## Question

The eight rows below stand for eight elastic constants of cubic silicon carbide in the zinc-blende structure, in random order. Four were computed with density-functional theory, and the table gives their values. Four were measured; the table shows only n/a for them, and their values are 256 GPa (row B), 225 GPa (row C), 380 GPa (row F) and 142 GPa (row G). Each set of four contains every one of these quantities once:

- $C_{11}$, the stress along a cube axis per unit strain along the same axis;
- $C_{12}$, the stress along a cube axis per unit strain along another cube axis;
- $C_{44}$, the stiffness against shear that changes the right angle between two cube axes;
- the bulk modulus, the stiffness against uniform compression. It is written $K$ here, because the letter B names a row; the labels and the printed output call it B.

Assign the rows to these quantities, and say which assignments are sure. The numbers listed as candidates below are only the row numbers of the labelled table in the answer, in random order; they give no hint.

Elastic constants of zinc-blende SiC at zero temperature, computed with Ansatz 0.2.0 (DFT with PBEsol, PAW, plane-wave cutoff 420 eV, 10×10×10 k mesh). Strains of amplitude 0.002 were applied to the relaxed cell, and the atoms were relaxed again under strain. The Cartesian axes lie along the cube axes. The rows were drawn from a pool: of 90 crystals with a measured lattice constant, 2 whose relaxed edge lies over 5 % from it were taken for other phases and got no table, so the agreement shown is better than for the whole pool. Candidates: 7, 5, 4, 1, 8, 3, 6, 2.

| row | computed constant (GPa) |
| --- | --- |
| A | 389 |
| B | n/a |
| C | n/a |
| D | 137 |
| E | 243 |
| F | n/a |
| G | n/a |
| H | 221.3 |

## Model answer

Three of the four quantities are tied together. Stretch a cubic crystal by the same small strain $e$ along all three axes. The stress along each axis is then $(C_{11}+2C_{12})\,e$, while the volume grows by the fraction $3e$. The bulk modulus is the ratio of the two:

$$K=\frac{C_{11}+2C_{12}}{3}.$$

So $K$ is a weighted mean and must lie between $C_{12}$ and $C_{11}$. Stability settles which of these two is larger. If $C_{12}$ exceeded $C_{11}$, the crystal would lower its energy by stretching along one axis and shrinking along another. Any three numbers of a set can therefore be labelled in only one order, $C_{12}<K<C_{11}$, and the fourth must be $C_{44}$. That leaves four labellings for each set.

In the computed set, take D as $C_{12}$ and A as $C_{11}$. The mean is $(389+2\times137)/3=221$ GPa, which is row H within the rounding of the entries. Row E would miss this mean by 22 GPa, and the two remaining labellings fail by more. H is thus the bulk modulus and E is $C_{44}$. These four assignments are sure, although the agreement proves only the labels: the relation holds for any cubic crystal, however good or bad the calculation.

In the measured set, the same test makes G $C_{12}$, F $C_{11}$, C the bulk modulus and B $C_{44}$. The mean now misses row C by about 4 GPa, but the next best labelling misses by 21 GPa. The labels are clear, while the values don't quite fit one another.

Matching the two sets by size alone would have been less safe. The computed $C_{44}$ lies 13 GPa below the measured $C_{44}$ and 18 GPa above the measured bulk modulus, so it stands almost midway between them. Taken by itself, row E is thus the one ambiguous entry, and the weighted mean resolves it.

The rows with their labels:

| row | computed constant (GPa) | what it is | measured constant (GPa) | label in the paper, method, sample | source |
| --- | --- | --- | --- | --- | --- |
| 1 | 137 | C12 on the cell's Cartesian axes | n/a | n/a | n/a |
| 2 | n/a | n/a | 142 | C12; quoted earlier experiment; bulk crystal | pmc:9505936 (2022) |
| 3 | 221.3 | bulk modulus (Hill) | n/a | n/a | n/a |
| 4 | n/a | n/a | 225 | bulk modulus B; quoted earlier experiment; bulk crystal | pmc:9505936 (2022) |
| 5 | 243 | C44 on the cell's Cartesian axes | n/a | n/a | n/a |
| 6 | n/a | n/a | 256 | C44; quoted earlier experiment; bulk crystal | pmc:9505936 (2022) |
| 7 | n/a | n/a | 380 | C11; quoted earlier experiment; bulk crystal | pmc:9505936 (2022) |
| 8 | 389 | C11 on the cell's Cartesian axes | n/a | n/a | n/a |

## Remarks on the reasoning

**Why not predict $C_{44}$ directly?** A candidate who knows the chemistry of the crystal may try to. Each atom has four neighbours, and its bonds resist both a change of length and a change of the angles between them. A square frame of four stiff rods with hinged corners shows what each resistance does. The rods resist a pull along their length, yet the frame folds into a rhombus without effort until its corners are braced.

Bond angles are the braces of zinc-blende. With springs along the nearest-neighbour bonds alone, $C_{11}$ would equal $C_{12}$ and $C_{44}$ would vanish, while the bulk modulus would remain. A tetrahedral crystal with equally stiff bonds but softer angles should therefore lose much of its shear stiffness and little of its bulk modulus. The frame fails as a picture in one respect: it has no atoms inside that can move when it is sheared.

The Keating model turns this into numbers with a stretching stiffness $s$ and a bending stiffness $b$:

$$C_{11}=s+3b,\qquad C_{12}=s-b,\qquad C_{44}=\frac{4sb}{s+b}.$$

The computed $C_{11}$ and $C_{12}$ fix both constants, so $C_{44}$ is a genuine prediction. The difference gives $b=(389-137)/4=63$ GPa, and then $s=137+63=200$ GPa. The result is

$$C_{44}=\frac{4\times200\times63}{200+63}\approx192\ \text{GPa}.$$

This would mislead the candidate. The prediction lies closer to row H, the bulk modulus, than to row E, the true $C_{44}$, which it underestimates by about a fifth. The model is right that bond bending gives the crystal a large shear stiffness, but it is too coarse to tell two constants apart that differ by a tenth.

**Where the model goes wrong.** Shear makes the four bonds of an atom unequal. The silicon and carbon sublattices then shift against each other, which restores part of the bond lengths and lowers the energy. With this shift forbidden, the model gives $C_{44}=s+b=263$ GPa; allowing it costs 71 GPa.

The density-functional calculation behind the table gives its own measure of this softening. When the atoms of the sheared cell relax, the energy falls by 8 millionths of an electronvolt, which corresponds to a softening of roughly 30 GPa. Added to the computed $C_{44}$, this puts the stiffness without the shift near 270 GPa, close to the model's value. The model thus describes the rigid shear well and exaggerates the relief that follows. A likely reason, not tested here, is that it leaves out electrostatic and longer-ranged forces.

The figure of 30 GPa is an estimate, because it takes the strain of 0.002 as the full change of the right angle. The total energy rise on shearing supports that reading only roughly: it is 86 millionths of an electronvolt, where 63 would be expected. The other common definition of shear strain would require about 250. The rise compares two cells of different shape, whose numerical errors need not cancel; the fall of 8 millionths is taken within one cell and should suffer less from them.

**Is a measured value off?** The measured $C_{11}$ and $C_{12}$ give a mean of 221.3 GPa, exactly the computed bulk modulus. It is tempting to trust this agreement and to blame the measured 225 GPa. But the agreement comes from a cancellation: the computed $C_{11}$ is 9 GPa higher than the measured one, and the computed $C_{12}$, which counts twice, is 5 GPa lower.

Suppose instead that the measured bulk modulus and $C_{12}$ are right. Then $C_{11}$ must be $3\times225-2\times142=391$ GPa, and the computed value is only 2 GPa away. A single wrong digit in row F, 380 for 390, would be enough to explain the mismatch, because 390 GPa brings the mean to 225 GPa within rounding. A changed last digit in row C or row G would close the set just as well. The printed output after this text lists the tests of all labellings and the Keating estimate.

The choice changes the verdict on the computed $C_{11}$: against 380 GPa it looks slightly too high, against 391 GPa it does not. The eight numbers show that the measured set doesn't close, but not why. No uncertainties are given, and if the bulk modulus was measured separately, ordinary scatter could leave such a gap. The measured values were also read out of the cited paper by a program, and a few in a hundred of such readings may be wrong. A look at that paper would reveal a misreading; an error in what it quotes would show only in the original experiments.

Numerical output:

```
Computed set, B expected from largest as C11 and smallest as C12 [GPa]: 221
Computed set, that expectation less the second smallest value [GPa]: -0.3
Computed set, that expectation less the third smallest value [GPa]: -22
Computed set, miss if third smallest is C11, smallest C12, second B [GPa]: -48.97
Computed set, miss if largest is C11, second smallest C12, third B [GPa]: 34.2
Measured set, B expected from largest as C11 and smallest as C12 [GPa]: 221.3
Measured set, that expectation less the second smallest value [GPa]: -3.667
Measured set, that expectation less the third smallest value [GPa]: -34.67
Measured set, miss if third smallest is C11, smallest C12, second B [GPa]: -45
Measured set, miss if largest is C11, second smallest C12, third B [GPa]: 20.67
C11, computed less measured [GPa]: 9
C12, computed less measured [GPa]: -5
B, computed less measured [GPa]: -3.7
C44, computed less measured [GPa]: -13
Computed C44 less measured B [GPa]: 18
C11 needed to close the measured set if its B and C12 are right [GPa]: 391
Computed C11 less that needed value [GPa]: -2
Keating model C44 before the sublattices shift [GPa]: 263
Keating model C44 after the sublattices shift [GPa]: 191.6
Keating relaxed C44 less computed C44 [GPa]: -51.37
Keating relaxed C44 less computed B [GPa]: -29.67
Softening of C44 by the sublattice shift in the Keating model [GPa]: 71.37
Softening of C44 from the energy drop, engineering shear assumed [GPa]: 31
Change of that softening for 1 microelectronvolt of rounding [GPa]: 3.875
Estimated C44 of the calculation before the sublattices shift [GPa]: 274
Energy rise of the sheared relaxed cell in the outputs [microelectronvolt]: 86
Energy rise expected from C44 for engineering shear [microelectronvolt]: 62.72
Energy rise expected from C44 for tensor shear [microelectronvolt]: 250.9
```
